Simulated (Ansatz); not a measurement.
Runs of Ansatz 0.2.0 on Pb. The structure is cubic, space group Fm-3m (No. 225). Conventional cell: a = 4.950 Å, b = 4.950 Å, c = 4.950 Å, α = 90.00°, β = 90.00°, γ = 90.00°. Pb (site symmetry m-3m) is surrounded by 12 Pb at 3.50 Å. 

| task | level | potentials or basis | spin | cell | k mesh | cutoff (eV) | smearing | points for each segment of the path | other keys | mesh quality | gap on the mesh (eV) | pressure (GPa) |
| --- | --- | --- | --- | --- | --- | --- | --- | --- | --- | --- | --- | --- |
| density of states | BPBE | Ansatz PAW | off | cell strained at random at fixed volume | 7 × 7 × 7 | 420 | methfessel-paxton 0.025 eV | - | - | not flagged | none | 2.8 |
| density of states | PBE0 | Ansatz NC | off | as given | 7 × 7 × 7 | 850 | tetrahedron uncorrected | - | scf.occupations.width = left out; … | not flagged | none | 3.6 |
| electrostatic potential | PBE0+D3(BJ) | Ansatz NC | off | as given | 7 × 7 × 7 | 850 | methfessel-paxton 0.15 eV | - | scf.occupations.method = methfessel_paxton; … | not flagged | none | (a) |
| band structure | HSEsol | Ansatz PAW | off | as given | 5 × 5 × 5 | 420 | fermi-dirac 0.05 eV | 4 | - | coarse | none | (b) |
| single point | r2SCANh | Ansatz PAW polarizable | off | as given | 7 × 7 × 7 | 500 | fermi-dirac 0.15 eV | - | scf.eigensolver.kind = davidson | not flagged | none | 1.5 |
| electrostatic potential | rPW86-PBE+D3(BJ)-ATM | Ansatz PAW | SOC, no magnetisation | cell strained at random at fixed volume | 7 × 7 × 7 | 420 | tetrahedron | - | - | not flagged | none | 3.8 |
| atomic charges | BHLYP+D4 | PseudoDojo standard (PBE files) | off | volume scaled by 1.25 | 6 × 6 × 6 | 850 | gaussian 0.025 eV | - | - | not flagged | none | -7.7 |

Problem. Estimate the missing entries.

Solution. (a) -0.5; (b) -1.4.

Caveats: some runs use coarse meshes; the thresholds are loose for stress (some runs); the PAW data sets come from PBE, with cores solved anew for the run's functional, which leaves a small shift of forces and pressure (some runs); the potentials were made for another functional, which shifts forces and pressure (some runs); pairwise dispersion overbinds metals, which lowers pressure and volume (some runs); spin-orbit coupling is left out, which moves the levels of the heavy elements (some runs); with tetrahedron occupations forces and stress needn't match the slope of the energy (some runs).

A k mesh can miss the band edges, and rows without SOC leave out spin-orbit coupling on Pb.

A gap of «none» marks a metal or a gap under the smearing width.

Runs at the PBE level aren't shown here.
